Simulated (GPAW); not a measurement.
# Sb (P6_3/mmc) in GPAW: reference runs

How does Sb come out in PBEsol? The cell is run as given and disturbed.

Program: GPAW 26.7.0. These are calculated values, not measurements. Logs are shortened: lines on timing, memory, paths and dates and some standing lists are left out, and cuts for length are marked. The log counts tension as positive stress, the text compression.

**1. The crystal as given**

It takes space group P6_3/mmc (No. 194, hexagonal). The conventional cell has a = 3.355 Å, b = 3.355 Å, c = 5.470 Å, α = 90.00°, β = 90.00°, γ = 120.00°. Sb (site symmetry -6m2) has 12 Sb at 3.35 Å as nearest neighbours.

This isn't the form of Sb at room conditions, which is rhombohedral.

**2. Single point, PBEsol**

run.py

```python
from ase import Atoms
from ase.dft.bandgap import bandgap
from ase.io import write
from ase.units import Bohr, GPa
from gpaw import GPAW, PW, setup_paths
from gpaw.elf import elf_from_dft_calculation

setup_paths.insert(0, '.')

atoms = Atoms(['Sb', 'Sb'],
              cell=[[3.3545324186, 0.0, 0.0],
                    [-1.6772662093, 2.9051102923, 0.0],
                    [0.0, 0.0, 5.47016065]],
              scaled_positions=[[0.6666666667, 0.3333333333, 0.75],
                                [0.3333333333, 0.6666666667, 0.25]],
              pbc=True)

calc = GPAW(mode=PW(600),
            xc='PBEsol',
            kpts={'size': (9, 9, 5), 'gamma': True},
            occupations={'name': 'fermi-dirac', 'width': 0.05},
            nbands=25,
            convergence={'density': 1e-05, 'energy': 1e-05},
            maxiter=150,
            txt='gpaw.txt')
atoms.calc = calc
energy = atoms.get_potential_energy()
forces = atoms.get_forces()
stress = atoms.get_stress()
calc.write('gs.gpw')
write('result.traj', atoms)
print(f'Energy: {energy:.6f} eV')
print('Forces (eV/A):')
print(forces.round(4))
print('Stress (GPa):', (stress / GPa).round(3))
print('Fermi level:', round(calc.get_fermi_level(), 4), 'eV')
print(f'Gap: {bandgap(calc)[0]:.4f} eV, direct: {bandgap(calc, direct=True)[0]:.4f} eV')

# fields on the real-space grid
write('density.cube', atoms, data=calc.get_pseudo_density() * Bohr**3)
write('potential.cube', atoms, data=calc.get_electrostatic_potential())
write('elf.cube', atoms, data=elf_from_dft_calculation(calc).data)
```

Potentials or basis: PAW data sets generated in the run's folder for this functional, pw.

Run with:

```bash
$ gpaw-setup -f PBEsol Sb
$ OMP_NUM_THREADS=1 python run.py
```

gpaw.txt:

```text
__  _  _
 | _ |_)|_||  |
 |__||  | ||/\| - 26.7.0

Input parameters:
  mode=PW(ecut=600.0),
  convergence={'density': 1e-05, 'energy': 1e-05},
  kpts=MonkhorstPack(size=(9, 9, 5), gamma=True),
  maxiter=150,
  nbands=25,
  occupations=Occupations(name='fermi-dirac', width=0.05),
  xc=XC(name='PBEsol')

Diagonalizing LCAO Hamiltonian
Converting LCAO to pw mode

           Sb

        Sb

Atoms  # Å, Bohr magnetons
|   | symbol |         x |        y |        z |    initial magnetic moments |
|---|--------|-----------|----------|----------|-----------------------------|
| 0 |     Sb |  1.677266 | 0.968370 | 4.102620 | ( 0.0000,  0.0000,  0.0000) |
| 1 |     Sb | -0.000000 | 1.936740 | 1.367540 | ( 0.0000,  0.0000,  0.0000) |

Unit cell  # Å
| periodic |         x |        y |        z |  lengths |     angles |
|----------|-----------|----------|----------|----------|------------|
|      yes |  3.354532 | 0.000000 | 0.000000 | 3.354532 |  90.000000 |
|      yes | -1.677266 | 2.905110 | 0.000000 | 3.354532 |  90.000000 |
|      yes |  0.000000 | 0.000000 | 5.470161 | 5.470161 | 120.000000 |

Number of symmetries: 12
Symmetry operations  # r_c * U_cc + t_c -> r_c
|    | kind |            matrix            |
|----|------|------------------------------|
|  0 |  σ   |  1, 1, 0,  0,-1, 0,  0, 0, 1 |
|  1 |  S6  |  1, 1, 0, -1, 0, 0,  0, 0,-1 |
|  2 |  E   |  1, 0, 0,  0, 1, 0,  0, 0, 1 |
|  3 |  C2  |  1, 0, 0, -1,-1, 0,  0, 0,-1 |
|  4 |  C2  |  0, 1, 0,  1, 0, 0,  0, 0,-1 |
|  5 |  C3  |  0, 1, 0, -1,-1, 0,  0, 0, 1 |
|  6 |  S6  |  0,-1, 0,  1, 1, 0,  0, 0,-1 |
|  7 |  σ   |  0,-1, 0, -1, 0, 0,  0, 0, 1 |
|  8 |  σ   | -1, 0, 0,  1, 1, 0,  0, 0, 1 |
|  9 |  i   | -1, 0, 0,  0,-1, 0,  0, 0,-1 |
| 10 |  C3  | -1,-1, 0,  1, 0, 0,  0, 0, 1 |
| 11 |  C2  | -1,-1, 0,  0, 1, 0,  0, 0,-1 |

BZ-sampling:
  Number of BZ points: 405
  Number of IBZ points: 50

  Monkhorst-Pack size: [9, 9, 5]
  Monkhorst-Pack shift: [0, 0, 0]

K-points  # in reciprocal-cell coordinates
|     |                                coordinates |     weight |
|-----|--------------------------------------------|------------|
|   0 | (  0.00000000,   0.00000000,   0.00000000) | 0.00246914 |
|   1 | (  0.00000000,   0.00000000,   0.20000000) | 0.00493827 |
|   2 | (  0.00000000,   0.00000000,   0.40000000) | 0.00493827 |
|   3 | (  0.11111111,   0.00000000,  -0.40000000) | 0.01481481 |
|   4 | (  0.11111111,   0.00000000,  -0.20000000) | 0.01481481 |
|   5 | (  0.11111111,   0.00000000,   0.00000000) | 0.01481481 |
|   6 | (  0.11111111,   0.00000000,   0.20000000) | 0.01481481 |
|   7 | (  0.11111111,   0.00000000,   0.40000000) | 0.01481481 |
|   8 | (  0.22222222,  -0.11111111,   0.00000000) | 0.01481481 |
|   9 | (  0.22222222,  -0.11111111,   0.20000000) | 0.02962963 |
| ... |                                            |            |
|  49 | (  0.44444444,   0.44444444,   0.40000000) | 0.02962963 |

Plane wave coefficients: 1798
Cutoff: 600.0 eV

Spin-components: 1 (collinear spins)
Bands:           25
Projectors:      12
Spin-degeneracy: 2
Datatype:        complex128

Parallelization:
  kpt:    1
  domain: 1
  band:   1

Density:
  Valence electrons: 30.0
  Components: 1
  Grid points: [20 20 32]
  Charge: 0.0  # |e|

Potential:
  Grid points: [20 20 32]

species:
  Sb:
    name:    Antimony
    Z:       51.0
    valence: 15
    core:    36
    charge:  0.0  # [|e|]
    compensation charges:
      type: gauss
      rc: 0.36  # [Å]
      lmax: 2
    cutoffs:
      filter: 2.23  # [Å]
      core: 2.23  # [Å]
    projectors
    | kind |    occ | energy [eV] | rcut [Å] |
    |------|--------|-------------|----------|
    |   5s |  2.000 |     -12.861 |    1.154 |
    |   5p |  3.000 |      -4.846 |    1.233 |
    |   4d | 10.000 |     -33.456 |    1.196 |
    |    s |        |      14.351 |    1.154 |
    |    p |        |      22.365 |    1.233 |
    |    d |        |      -6.245 |    1.196 |

    Using partial waves for Sb as LCAO basis

Reference energy: -352409.566924  # eV

eigensolver:
  PPCG
  Converge bands: occupied
  niter=2

density mixing:
  MSR1-Mixer
  Pratt-step length: 0.05
  Maximum mixing coefficient: 0.75
  Old densities: 10
  SVD Regularization: 0.005
  Good broyden scale: 1.0
  Trust region scale: 1.0
  Backstep threshold: 4.0
  History deletion threshold: 6.0
  Fourier metric: weight=20.0, sigma=0.015

occupation numbers:
  Fermi-Dirac:
    width: 0.0500  # eV

poisson solver:
  ecut: 4800.0  # eV

xc functional:
  name: PBEsol with 2 nearest neighbor stencil

convergence criteria:
- Maximum integral of absolute [dens]ity change: 1e-05 electrons / valence electron
- Maximum [total energy] change in last 3 cyles: 1e-05 eV / valence electron
- Maximum integral of absolute [eigenst]ate change: 4e-08 eV^2 / valence electron
maximum number of iterations: 150

SCF iterations
|iter     | |      energy | eigst |  dens |
|---------|-|-------------|-------|-------|
|iter:   1| |   -9.228815 | +0.47 |       |
|iter:   2| |   -9.233357 | -2.10 | -1.83 |
|iter:   3| |   -9.215198 | -2.59 | -1.85 |
|iter:   4| |   -9.215252 | -4.13 | -2.51 |
|iter:   5| |   -9.215327c| -5.03 | -2.93 |
|iter:   6| |   -9.215332c| -5.79 | -3.63 |
|iter:   7| |   -9.215331c| -6.69 | -4.15 |
|iter:   8| |   -9.215331c| -7.45c| -5.00 |
|iter:   9| |   -9.215331c| -8.22c| -5.36c|

Converged in 9 steps
Energy contributions relative to reference atoms: (reference = -352409.566924)

Energy contributions:
  Kinetic:          -2.950618
  Coulomb:           1.920574
  Zero:              0.325473
  External:          0.000000
  Xc:               -8.504755
  Entropy:          -0.012010
  Spinorbit:         0.000000
  ----------------------------
  Free energy:      -9.221336
  Extrapolated:     -9.215331

dipole moment: (-0.000000, -0.000001, -0.000001)  # |e|*Ang

Fermi level: 8.012
Eigenvalues  # (at kpt = [0.000, 0.000, 0.000])
| band index |      eig [eV] | occ [0-2] |
|------------|---------------|-----------|
|          0 |       -21.133 |     2.000 |
|        ... |               |           |
|          5 |       -21.110 |     2.000 |
|          6 |       -21.106 |     2.000 |
|          7 |       -21.106 |     2.000 |
|          8 |       -21.054 |     2.000 |
|          9 |       -21.054 |     2.000 |
|         10 |        -4.885 |     2.000 |
[... 8 lines left out ...]
|         19 |        17.243 |     0.000 |
|         20 |        18.523 |     0.000 |
|        ... |               |           |
|         24 |        20.316 |     0.000 |

No gap
No difference between direct/indirect transitions

Forces  # eV/Ang
|       x |        y |        z |
|---------|----------|----------|
| 0.00000 |  0.00000 |  0.00007 |  # Sb   0
| 0.00000 | -0.00000 | -0.00007 |  # Sb   1

Stress tensor  # eV/Ang^3
|        x |        y |        z |
|----------|----------|----------|
| 0.011373 | 0.000000 | 0.000000 |
| 0.000000 | 0.011373 | 0.000000 |
| 0.000000 | 0.000000 | 0.013360 |

# Writing to gs.gpw (mode='')
```

It took 27 s on 1 thread of Intel Xeon Platinum 8375C at 2.90GHz (Ice Lake), shared host; peak memory 0.19 GiB.

What came out:

```
Free energy            : -9.2213 eV
Pressure               : -1.9 GPa
Band gap on the k mesh : none (metal or under the smearing width)
```

Stress tensor (GPa, compression positive):
```
-1.82  0.00  0.00
 0.00 -1.82  0.00
 0.00  0.00 -2.14
```

Levels at points of the mesh, in eV from the Fermi level:
| k point | band 12 | band 13 | band 14 | band 15 | band 16 | band 17 | band 18 | band 19 |
| --- | --- | --- | --- | --- | --- | --- | --- | --- |
| (0.00, 0.00, 0.00) | -9.06 | -5.78 | 3.69 | 3.69 | 5.34 | 5.34 | 5.57 | 7.98 |

The run has no spin-orbit coupling, so splittings on Sb are missing.

**3. Single point, PBEsol (atoms moved at random, drawn with an rms of 0.05 Å)**

run.py: that of step 2 with these lines changed.

```diff
@@ -3,5 +3,4 @@
 from ase.io import write
-from ase.units import Bohr, GPa
+from ase.units import GPa
 from gpaw import GPAW, PW, setup_paths
-from gpaw.elf import elf_from_dft_calculation
 
@@ -13,4 +12,4 @@
                     [0.0, 0.0, 5.47016065]],
-              scaled_positions=[[0.6666666667, 0.3333333333, 0.75],
-                                [0.3333333333, 0.6666666667, 0.25]],
+              scaled_positions=[[0.678186, 0.334473, 0.751546],
+                                [0.320961, 0.662566, 0.255606]],
               pbc=True)
@@ -37,6 +36 @@
 print(f'Gap: {bandgap(calc)[0]:.4f} eV, direct: {bandgap(calc, direct=True)[0]:.4f} eV')
-
-# fields on the real-space grid
-write('density.cube', atoms, data=calc.get_pseudo_density() * Bohr**3)
-write('potential.cube', atoms, data=calc.get_electrostatic_potential())
-write('elf.cube', atoms, data=elf_from_dft_calculation(calc).data)
```

Potentials or basis: PAW data sets generated in the run's folder for this functional, pw.

Run with:

```bash
$ gpaw-setup -f PBEsol Sb
$ OMP_NUM_THREADS=1 python run.py
```

Wall time 90 s (1 thread of Intel Xeon Platinum 8375C at 2.90GHz (Ice Lake), shared host); peak memory 0.34 GiB.

Results (log left out):

- Free energy: -9.2231 eV
- Pressure: -1.9 GPa
- Largest force: 0.044 eV/Å
- Band gap on the k mesh: none (metal or under the smearing width)

Forces in eV/Å, atoms in the order of the input:
```
Sb   0.027  0.007 -0.034
Sb  -0.027 -0.007  0.034
```

Stress tensor (GPa, compression positive):
```
-1.75  0.17  0.02
 0.17 -1.80  0.01
 0.02  0.01 -2.13
```

Levels at points of the mesh, in eV from the Fermi level:
| k point | band 11 | band 12 | band 13 | band 14 | band 15 | band 16 | band 17 | band 18 | band 19 | band 20 |
| --- | --- | --- | --- | --- | --- | --- | --- | --- | --- | --- |
| (0.00, 0.00, 0.00) | -12.91 | -9.07 | -5.79 | 3.59 | 3.79 | 5.20 | 5.46 | 5.57 | 7.97 | 9.22 |

Spin-orbit coupling is left out, which matters for the levels of Sb.
